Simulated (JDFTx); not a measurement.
The system is SiC (Moissanite).

```
Si C
1.0
     3.07600    0.00000    0.00000
    -1.53800    2.66389    0.00000
     0.00000    0.00000    5.04800
Si C
2 2
Direct
  0.66667 0.33333 0.50000
  0.33333 0.66667 0.00000
  0.66667 0.33333 0.88500
  0.33333 0.66667 0.38500
```

* Program: JDFTx 1.7.0 (patched build)
* Task: relaxation of cell and atoms
* Functional: RPBE
* Potentials or basis: PseudoDojo-SR-PBE-0.5-standard
* Cutoff: 1116 eV
* Density cutoff: 8925 eV
* k mesh: 10 × 10 × 5
* Occupations: fermi-dirac, width 0.05 eV
* Spin: no spin polarisation

At the start: pressure 4.5 GPa; volume 10.34 Å³/atom.

Question: Where does the relaxation end?

Answer: Over 7 steps the energy falls by 11.8 meV/atom and the volume is 10.54 Å³/atom (+2.0 %); space group P6_3mc (No. 186, to 0.05 Å).

The path:
| step | energy change (eV) | largest force (eV/Å) | pressure (GPa) | volume (Å³) |
| --- | --- | --- | --- | --- |
| 1 | 0.0000 | 0.7601 | 4.54 | 41.36 |
| 2 | -0.0239 | 0.5102 | 3.70 | 41.49 |
| 3 | -0.0457 | 0.0173 | 1.51 | 41.88 |
| 4 | -0.0468 | 0.0070 | 0.83 | 42.02 |
| 5 | -0.0473 | 0.0097 | 0.04 | 42.17 |
| 6 | -0.0473 | 0.0037 | 0.02 | 42.18 |
| 7 | -0.0473 | 0.0009 | 0.00 | 42.18 |

Final structure:
```
CELL_PARAMETERS angstrom
3.09611 0.00000 0.00000
-1.54806 2.68131 0.00000
0.00000 0.00000 5.08083
ATOMIC_POSITIONS crystal
Si 0.66667 0.33333 0.50458
Si 0.33333 0.66667 0.00458
C 0.66667 0.33333 0.88042
C 0.33333 0.66667 0.38042
```

Caveat: the potentials were made for another functional, which shifts forces and pressure.
